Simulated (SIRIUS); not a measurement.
# Pd (Fm-3m) in SIRIUS: convergence with density tolerance

Aim: find how far density tolerance must go before the results for Pd settle, at PBE. This setting moves, with any that are tied to it; all else stays.

Everything below comes from runs of SIRIUS 7.12.0. Logs are shortened: lines on timing, memory, paths and dates and some standing lists are left out, and cuts for length are marked. The log counts tension as positive stress, the text compression.

**1. The crystal as given**

The structure is cubic, space group Fm-3m (No. 225). Conventional cell: a = 3.893 Å, b = 3.893 Å, c = 3.893 Å, α = 90.00°, β = 90.00°, γ = 90.00°. Around Pd (site symmetry m-3m) lie 12 Pd at 2.75 Å.

**2. With density tolerance 0.01**

Contents of sirius.json:

```json
{
  "control": {
    "processing_unit": "cpu",
    "std_evp_solver_name": "lapack",
    "gen_evp_solver_name": "lapack",
    "verbosity": 2,
    "print_forces": true,
    "ortho_rf": true,
    "use_second_variation": true,
    "rmt_max": 3.0,
    "num_bands_to_print": 17,
    "save_wf": true
  },
  "parameters": {
    "electronic_structure_method": "full_potential_lapwlo",
    "xc_functionals": ["XC_GGA_X_PBE", "XC_GGA_C_PBE"],
    "core_relativity": "dirac",
    "valence_relativity": "iora",
    "num_fv_states": 17,
    "smearing": "fermi_dirac",
    "smearing_width": 0.0018374661,
    "pw_cutoff": 20,
    "gk_cutoff": 3.46,
    "lmax_apw": 10,
    "lmax_rho": 8,
    "lmax_pot": 8,
    "num_mag_dims": 0,
    "auto_rmt": 0,
    "ngridk": [12, 12, 12],
    "shiftk": [0, 0, 0],
    "num_dft_iter": 80,
    "energy_tol": 0.01,
    "density_tol": 0.01,
    "use_symmetry": true
  },
  "settings": {"tol_ne": 1e-10},
  "iterative_solver": {"type": "exact"},
  "mixer": {"type": "anderson", "beta": 0.5, "max_history": 8},
  "unit_cell": {
    "lattice_vectors": [[0.0, 3.6783519016, 3.6783519016], [3.6783519016, 0.0, 3.6783519016], [3.6783519016, 3.6783519016, 0.0]],
    "atom_types": ["Pd"],
    "atom_files": {"Pd": "Pd.json"},
    "atoms": {"Pd": [[0.0, 0.0, 0.0]]}
  }
}
```

Contents of Pd.json:

```json
{
  "name": "palladium",
  "symbol": "Pd",
  "number": 46,
  "mass": 106.42,
  "rmin": 1e-06,
  "rmt": 2.54,
  "nrmt": 800,
  "rinf": 14.72,
  "core": "1s2s2p3s3p3d",
  "valence": [
    {"basis": [{"enu": 0.08, "dme": 0, "n": 0, "auto": 0}, {"enu": 0.08, "dme": 1, "n": 0, "auto": 0}]},
    {"l": 0, "n": 1, "basis": [{"enu": 0.18, "dme": 0, "n": 0, "auto": 0}]},
    {"l": 1, "n": 2, "basis": [{"enu": 0.18, "dme": 0, "n": 0, "auto": 0}]},
    {"l": 2, "n": 3, "basis": [{"enu": 0.18, "dme": 0, "n": 0, "auto": 0}]},
    {"l": 3, "n": 4, "basis": [{"enu": 0.18, "dme": 0, "n": 0, "auto": 0}]}
  ],
  "lo": [
    {"l": 0, "basis": [{"enu": 0.18, "dme": 0, "n": 0, "auto": 0}, {"enu": 0.18, "dme": 1, "n": 0, "auto": 0}]},
    {"l": 0, "basis": [{"enu": -2.79, "dme": 0, "n": 4, "auto": 1}, {"enu": -2.79, "dme": 1, "n": 4, "auto": 1}]},
    {"l": 0, "basis": [{"enu": -2.79, "dme": 1, "n": 4, "auto": 1}, {"enu": 0.18, "dme": 0, "n": 0, "auto": 0}]},
    {"l": 0, "basis": [{"enu": 0.18, "dme": 0, "n": 0, "auto": 0}, {"enu": 2.66, "dme": 0, "n": 0, "auto": 0}]},
    {"l": 1, "basis": [{"enu": 0.18, "dme": 0, "n": 0, "auto": 0}, {"enu": 0.18, "dme": 1, "n": 0, "auto": 0}]},
    {
      "l": 1,
      "basis": [{"enu": -1.5449, "dme": 0, "n": 4, "auto": 1}, {"enu": -1.5449, "dme": 1, "n": 4, "auto": 1}]
    },
    {
      "l": 1,
      "basis": [{"enu": -1.5449, "dme": 1, "n": 4, "auto": 1}, {"enu": 0.18, "dme": 0, "n": 0, "auto": 0}]
    },
    {"l": 1, "basis": [{"enu": 0.18, "dme": 0, "n": 0, "auto": 0}, {"enu": 3.032, "dme": 0, "n": 0, "auto": 0}]},
    {"l": 2, "basis": [{"enu": 0.18, "dme": 0, "n": 0, "auto": 0}, {"enu": 0.18, "dme": 1, "n": 0, "auto": 0}]},
    {"l": 2, "basis": [{"enu": 0.18, "dme": 1, "n": 0, "auto": 0}, {"enu": 0.18, "dme": 2, "n": 0, "auto": 0}]},
    {"l": 2, "basis": [{"enu": 0.18, "dme": 0, "n": 0, "auto": 0}, {"enu": 2.598, "dme": 0, "n": 0, "auto": 0}]},
    {"l": 3, "basis": [{"enu": 0.18, "dme": 0, "n": 0, "auto": 0}, {"enu": 0.18, "dme": 1, "n": 0, "auto": 0}]},
    {"l": 3, "basis": [{"enu": 0.18, "dme": 0, "n": 0, "auto": 0}, {"enu": 2.877, "dme": 0, "n": 0, "auto": 0}]}
  ],
  "free_atom": [... radial grid and density of the free atom, the start of the SCF ...]
}
```

Contents of sirius_start.json:

```json
{
  "control": {
    "processing_unit": "cpu",
    "std_evp_solver_name": "lapack",
    "gen_evp_solver_name": "lapack",
    "verbosity": 1,
    "print_forces": false,
    "ortho_rf": true,
    "use_second_variation": true,
    "rmt_max": 3.0,
    "num_bands_to_print": 17,
    "save_wf": false
  },
  "parameters": {
    "electronic_structure_method": "full_potential_lapwlo",
    "xc_functionals": ["XC_LDA_X", "XC_LDA_C_PW"],
    "core_relativity": "dirac",
    "valence_relativity": "iora",
    "num_fv_states": 17,
    "smearing": "fermi_dirac",
    "smearing_width": 0.0055123983,
    "pw_cutoff": 20,
    "gk_cutoff": 2.77,
    "lmax_apw": 10,
    "lmax_rho": 8,
    "lmax_pot": 8,
    "num_mag_dims": 0,
    "auto_rmt": 0,
    "ngridk": [5, 5, 5],
    "shiftk": [0, 0, 0],
    "num_dft_iter": 30,
    "energy_tol": 0.01,
    "density_tol": 0.05,
    "use_symmetry": true
  },
  "settings": {"tol_ne": 1e-10},
  "iterative_solver": {"type": "exact"},
  "mixer": {"type": "anderson", "beta": 0.5, "max_history": 8},
  "unit_cell": {
    "lattice_vectors": [[0.0, 3.6783519016, 3.6783519016], [3.6783519016, 0.0, 3.6783519016], [3.6783519016, 3.6783519016, 0.0]],
    "atom_types": ["Pd"],
    "atom_files": {"Pd": "Pd.json"},
    "atoms": {"Pd": [[0.0, 0.0, 0.0]]}
  }
}
```

Potentials or basis: all-electron FP-LAPW, apw+lo standard.

Launch:

```
$ OMP_NUM_THREADS=1 sirius.scf --input=sirius_start.json --output=start.json
$ OMP_NUM_THREADS=1 sirius.scf --input=sirius.json --output=output.json --task=1
```

Wall time 17 s (1 thread of Intel Xeon at 2.60GHz (Ice Lake), shared host); peak memory 0.3 GiB.

What came out:

| Quantity | Value |
| --- | --- |
| Free energy | -137337.2194 eV |
| Band gap on the k mesh | none (metal or under the smearing width) |
| All electrons inside the program's atomic spheres | Pd 45.01 (radii Pd 2.54 bohr) |

**3. With density tolerance 0.001**

Edit sirius.json of step 2 so:

```diff
@@ -32,3 +32,3 @@
     "energy_tol": 0.01,
-    "density_tol": 0.01,
+    "density_tol": 0.001,
     "use_symmetry": true
```

Pd.json is that of step 2.

sirius_start.json is that of step 2.

Potentials or basis: all-electron FP-LAPW, apw+lo standard.

Launch:

```
$ OMP_NUM_THREADS=1 sirius.scf --input=sirius_start.json --output=start.json
$ OMP_NUM_THREADS=1 sirius.scf --input=sirius.json --output=output.json --task=1
```

It took 19 s on 1 thread of Intel Xeon at 2.60GHz (Ice Lake), shared host; peak memory 0.3 GiB.

Results:

* Free energy: -137337.2195 eV
* Band gap on the k mesh: none (metal or under the smearing width)
* All electrons inside the program's atomic spheres: Pd 45.01 (radii Pd 2.54 bohr)

**4. With density tolerance 0.0001**

Edit sirius.json of step 3 so:

```diff
@@ -32,3 +32,3 @@
     "energy_tol": 0.01,
-    "density_tol": 0.001,
+    "density_tol": 0.0001,
     "use_symmetry": true
```

Pd.json is that of step 3.

sirius_start.json is that of step 3.

Launch:

```
$ OMP_NUM_THREADS=1 sirius.scf --input=sirius_start.json --output=start.json
$ OMP_NUM_THREADS=1 sirius.scf --input=sirius.json --output=output.json --task=1
```

It took 21 s on 1 thread of Intel Xeon at 2.60GHz (Ice Lake), shared host; peak memory 0.3 GiB.

What came out:

```
Free energy                                       : -137337.2195 eV
Band gap on the k mesh                            : none (metal or under the smearing width)
All electrons inside the program's atomic spheres : Pd 45.01 (radii Pd 2.54 bohr)
```

**5. With density tolerance 1e-05**

Edit sirius.json of step 4 so:

```diff
@@ -32,3 +32,3 @@
     "energy_tol": 0.01,
-    "density_tol": 0.0001,
+    "density_tol": 1e-05,
     "use_symmetry": true
```

Pd.json is that of step 4.

sirius_start.json is that of step 4.

Launch:

```
$ OMP_NUM_THREADS=1 sirius.scf --input=sirius_start.json --output=start.json
$ OMP_NUM_THREADS=1 sirius.scf --input=sirius.json --output=output.json --task=1
```

Run time: 22 s. Hardware: 1 thread of Intel Xeon at 2.60GHz (Ice Lake), shared host; peak memory 0.3 GiB.

Results:

| Property | Result |
| --- | --- |
| Free energy | -137337.2195 eV |
| Band gap on the k mesh | none (metal or under the smearing width) |
| All electrons inside the program's atomic spheres | Pd 45.01 (radii Pd 2.54 bohr) |

**6. With density tolerance 1e-06**

Edit sirius.json of step 5 so:

```diff
@@ -32,3 +32,3 @@
     "energy_tol": 0.01,
-    "density_tol": 1e-05,
+    "density_tol": 1e-06,
     "use_symmetry": true
```

Pd.json is that of step 5.

sirius_start.json is that of step 5.

Potentials or basis: all-electron FP-LAPW, apw+lo standard.

Launch:

```
$ OMP_NUM_THREADS=1 sirius.scf --input=sirius_start.json --output=start.json
$ OMP_NUM_THREADS=1 sirius.scf --input=sirius.json --output=output.json --task=1
```

Run time: 24 s. Hardware: 1 thread of Intel Xeon at 2.60GHz (Ice Lake), shared host; peak memory 0.3 GiB.

Results (log left out):

```yaml
Free_energy: -137337.2195 eV
Band_gap_on_the_k_mesh: none (metal or under the smearing width)
All_electrons_inside_the_program's_atomic_spheres: Pd 45.01 (radii Pd 2.54 bohr)
```

**7. With density tolerance 1e-07**

Edit sirius.json of step 6 so:

```diff
@@ -32,3 +32,3 @@
     "energy_tol": 0.01,
-    "density_tol": 1e-06,
+    "density_tol": 1e-07,
     "use_symmetry": true
```

Pd.json is that of step 6.

sirius_start.json is that of step 6.

Potentials or basis: all-electron FP-LAPW, apw+lo standard.

Launch:

```
$ OMP_NUM_THREADS=1 sirius.scf --input=sirius_start.json --output=start.json
$ OMP_NUM_THREADS=1 sirius.scf --input=sirius.json --output=output.json --task=1
```

Output:

```text
[info] SIRIUS version : 7.12.0
[info] number of MPI ranks           : 1
[info] MPI grid                      : 1 1
[info] maximum number of OMP threads : 1
[fft] FFT context for density and potential
[fft] =====================================
[fft]   plane wave cutoff                     : 20
[fft]   grid size                             : 36 36 36   total : 46656
[fft]   grid limits                           : -17 18   -17 18   -17 18
[fft]   number of G-vectors within the cutoff : 13539
[fft]   number of G-shells                    : 398
[fft] FFT context for coarse grid
[fft] =====================================
[fft]   plane wave cutoff                     : 6.92
[fft]   grid size                             : 15 15 15   total : 3375
[fft]   grid limits                           : -7 7   -7 7   -7 7
[fft]   number of G-vectors within the cutoff : 537
[fft]   number of G-shells                    : 27
[unit cell] lattice vectors
[unit cell]   a1 :       0.0000000000      3.6783519016      3.6783519016
[unit cell]   a2 :       3.6783519016      0.0000000000      3.6783519016
[unit cell]   a3 :       3.6783519016      3.6783519016      0.0000000000
[unit cell] reciprocal lattice vectors
[unit cell]   b1 :      -0.8540761563      0.8540761563      0.8540761563
[unit cell]   b2 :       0.8540761563     -0.8540761563      0.8540761563
[unit cell]   b3 :       0.8540761563      0.8540761563     -0.8540761563
[unit cell] unit cell volume :        99.53820872 [a.u.^3]
[unit cell] 1/sqrt(omega)    :         0.10023170
[unit cell] MT volume        :        68.64197317 (68.96%)
[unit cell] IT volume        :        30.89623555 (31.04%)
[unit cell] number of atom types : 1
[unit cell] type id : 0 symbol : Pd mt_radius :   2.540000 num_atoms : 1
[unit cell] total number of atoms : 1
[unit cell] number of symmetry classes : 1
[unit cell] atom id  type id  class id             position                      vector_field
[unit cell] ------------------------------------------------------------------------------------------
[unit cell]      0        0        0      0.00000   0.00000   0.00000      0.00000   0.00000   0.00000
[unit cell] atom id         position (Cartesian, a.u.)
[unit cell] ---------------------------------------------
[unit cell]      0       0.000000    0.000000    0.000000
[unit cell] class id : 0 atom id : 0
[... 314 lines left out ...]
[diagonalize] ik:    4   -2.808720   -1.554054   -1.544228   -1.544228    0.087809    0.181151    0.181151    0.215150    0.257279    0.257279    0.699517    0.915246    1.111232    1.111232    1.237398    1.237398    1.277905
[diagonalize] ...
[diagonalize] ik:   67   -2.807683   -1.554675   -1.550042   -1.547674    0.114228    0.123425    0.189684    0.247877    0.279648    0.458952    0.704347    0.707549    0.761222    1.135896    1.204795    1.338606    1.523671
[diagonalize] ik:   68   -2.807593   -1.553837   -1.551525   -1.547908    0.119026    0.137140    0.175038    0.235105    0.285595    0.543001    0.609078    0.702645    0.745916    1.146815    1.243522    1.347493    1.519292
[diagonalize] ik:   69   -2.807637   -1.553203   -1.552175   -1.547482    0.126450    0.151671    0.155810    0.231008    0.279410    0.522721    0.627946    0.683831    0.784451    1.150789    1.215921    1.408334    1.483751
[diagonalize] ik:   70   -2.807549   -1.554824   -1.550473   -1.548368    0.107448    0.120277    0.201935    0.245812    0.291299    0.522811    0.664635    0.682914    0.714740    1.137183    1.242696    1.305136    1.557857
[diagonalize] ik:   71   -2.807548   -1.552654   -1.552654   -1.548392    0.119964    0.155187    0.155187    0.231218    0.291324    0.606044    0.606044    0.660403    0.705053    1.212637    1.212637    1.335139    1.500791
[generate_core_charge_density] atom class : 0
[generate_core_charge_density]   n,l,k : 1 0 1  energy :        -887.30850237
[generate_core_charge_density]   n,l,k : 2 0 1  energy :        -129.24929604
[generate_core_charge_density]   n,l,k : 2 1 1  energy :        -119.86176850
[generate_core_charge_density]   n,l,k : 2 1 2  energy :        -114.00332031
[generate_core_charge_density]   n,l,k : 3 0 1  energy :         -23.04069701
[generate_core_charge_density]   n,l,k : 3 1 1  energy :         -19.33610266
[generate_core_charge_density]   n,l,k : 3 1 2  energy :         -18.31486252
[generate_core_charge_density]   n,l,k : 3 2 2  energy :         -11.75761335
[generate_core_charge_density]   n,l,k : 3 2 3  energy :         -11.55397185
[find] Total energy                   :   -5047.04884263 (Ha),  -10094.09768526 (Ry)
[find] iteration : 1, RMS (target) : 1.3999e-01 (1.0000e-07) , energy difference (target) : -4.7158e-05 (1.0000e-02)
[find] Total energy                   :   -5047.04885606 (Ha),  -10094.09771212 (Ry)
[find] iteration : 2, RMS (target) : 2.6434e-02 (1.0000e-07) , energy difference (target) : -1.3430e-05 (1.0000e-02)
[find] Total energy                   :   -5047.04900088 (Ha),  -10094.09800177 (Ry)
[find] iteration : 3, RMS (target) : 2.4573e-03 (1.0000e-07) , energy difference (target) : -1.4482e-04 (1.0000e-02)
[find] Total energy                   :   -5047.04900465 (Ha),  -10094.09800930 (Ry)
[find] iteration : 4, RMS (target) : 1.6896e-04 (1.0000e-07) , energy difference (target) : -3.7665e-06 (1.0000e-02)
[... 16 lines left out ...]
[find] valence_eval_sum               :     -12.83679000
[find] core_eval_sum                  :   -3002.93106315
[find] kinetic energy                 :    5270.46520679
[find] enuc                           :   -6124.24334337
[find] <rho|V^{XC}>                   :    -188.09385766
[find] <rho|E^{XC}>                   :    -144.20126830
[find] <mag|B^{XC}>                   :       0.00000000
[find] <rho|V^{H}>                    :   -8098.13920228
[find] smearing (-TS)                 :      -0.00071998
[find] SCF correction                 :       0.00000148
[find] Total energy                   :   -5047.04900455 (Ha),  -10094.09800910 (Ry)
[find] Free energy (E-TS)             :   -5047.04972453 (Ha),  -10094.09944906 (Ry)
[find] band gap (eV)                  :       0.00000000
[find] Efermi                         :       0.29306829
[find] iteration : 8, RMS (target) : 5.5175e-08 (1.0000e-07) , energy difference (target) : -4.0563e-10 (1.0000e-02)
[find] converged after 9 SCF iterations!
[find] Charges and magnetic moments
[find] --------------------------------------------------------------------------------
[find] atom      charge    core leakage
[find] --------------------------------------------------------------------------------
[find]    0   45.013667    6.839364e-09
[find] total core leakage    : 6.83936413e-09
[find] interstitial charge   : 0.986331
[find] total charge          : 45.999998
[find] Energy
[find] --------------------------------------------------------------------------------
[find] valence_eval_sum               :     -12.83679000
[find] core_eval_sum                  :   -3002.93106315
[find] kinetic energy                 :    5270.46520679
[find] enuc                           :   -6124.24334337
[find] <rho|V^{XC}>                   :    -188.09385766
[find] <rho|E^{XC}>                   :    -144.20126830
[find] <mag|B^{XC}>                   :       0.00000000
[find] <rho|V^{H}>                    :   -8098.13920228
[find] smearing (-TS)                 :      -0.00071998
[find] SCF correction                 :       0.00000148
[find] Total energy                   :   -5047.04900455 (Ha),  -10094.09800910 (Ry)
[find] Free energy (E-TS)             :   -5047.04972453 (Ha),  -10094.09944906 (Ry)
[find] band gap (eV)                  :       0.00000000
[find] Efermi                         :       0.29306829
[ground_state]
[ground_state] ==== total Forces in Ha/bohr =====
[ground_state] atom:    0, force:       0.0000000      0.0000000      0.0000000
[ground_state] ==== contribution from density =====
[ground_state] atom:    0, force:       0.0000000      0.0000000      0.0000000
[ground_state] ==== contribution from Hartree potential =====
[ground_state] atom:    0, force:       0.0000000      0.0000000      0.0000000
[ground_state] ==== contribution from IBS =====
[ground_state] atom:    0, force:       0.0000000      0.0000000      0.0000000
```

Run time: 26 s. Hardware: 1 thread of Intel Xeon at 2.60GHz (Ice Lake), shared host; peak memory 0.3 GiB.

What came out:

```
Free energy                                       : -137337.2195 eV
Band gap on the k mesh                            : none (metal or under the smearing width)
All electrons inside the program's atomic spheres : Pd 45.01 (radii Pd 2.54 bohr)
```

**8. Summary**

```
density tolerance  energy less the tightest run, at zero smearing (meV/atom)  SCF cycles  CPU time (s)  peak memory (GiB)
             0.01                                                       0.10           4            17                0.3
            0.001                                                       0.00           5            19                0.3
           0.0001                                                       0.00           6            21                0.3
            1e-05                                                       0.00           7            22                0.3
            1e-06                                                       0.00           8            24                0.3
            1e-07                                                       0.00           9            26                0.3
```

Against the tightest run, the energy stays within 1 meV/atom from 0.01 on. The tightest run that finished is the yardstick and may itself not be fully converged.
